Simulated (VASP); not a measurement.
Write the native input for VASP 6.6.1 that does the following.

- Task: relaxation of shape and atoms at fixed volume
- Functional: LDA
- Potentials or basis: VASP PAW LDA potentials, release 64 (Si)
- Cutoff: 600 eV
- k mesh: 18 × 18 × 8
- Occupations: methfessel-paxton, width 0.1 eV
- Spin: no spin polarisation
- Further INCAR settings: ALGO = Normal; EDIFF = 1e-07; IBRION = 2; EDIFFG = -0.01; NSW = 40; ISIF = 4

The structure of Si lies in POSCAR:

```
Si                                      
1.0
    2.6040027392      0.0000000000      0.0000000000
   -1.3020013696      2.2551325237      0.0000000000
    0.0000000000      0.0000000000      4.4152005682
  Si            
     2
Direct
     0.3333333300000021    0.6666666699999979    0.2500000000000000
     0.6666666699999979    0.3333333300000021    0.7500000000000000
```

This isn't the form of Si at room conditions, which is diamond.

The cell isn't the ideal one: a relaxed cell with its volume scaled by 0.94.

These files were run (other wordings do the same):

INCAR

```
SYSTEM = Si
PREC = Accurate
ENCUT = 600
EDIFF = 1E-7
ISMEAR = 1
SIGMA = 0.1
LREAL = .False.
LASPH = .True.
NELM = 80
ALGO = Normal
ISIF = 4
LWAVE = .False.
LCHARG = .False.
GGA = CA
IBRION = 2
NSW = 40
EDIFFG = -0.01
```

KPOINTS

```
regular mesh
0
Gamma
  18 18 8
  0 0 0
```

Potentials or basis: VASP PAW LDA potentials, release 64 (Si).

Command:

```console
$ cat potpaw_LDA.64/Si/POTCAR > POTCAR
$ mpirun -np 1 vasp_std > vasp.out
```

It gave:

```json
{"Energy gained by relaxing": "0.0 meV/atom", "Ionic steps": "2", "Pressure after relaxing": "6.9 GPa", "Band gap on the k mesh": "none (metal or under the smearing width)"}
```

Wall time 22 s on 1 thread of Intel(R) Xeon(R) Platinum 8488C (Sapphire Rapids), on a shared host, peak memory 0.16 GiB.
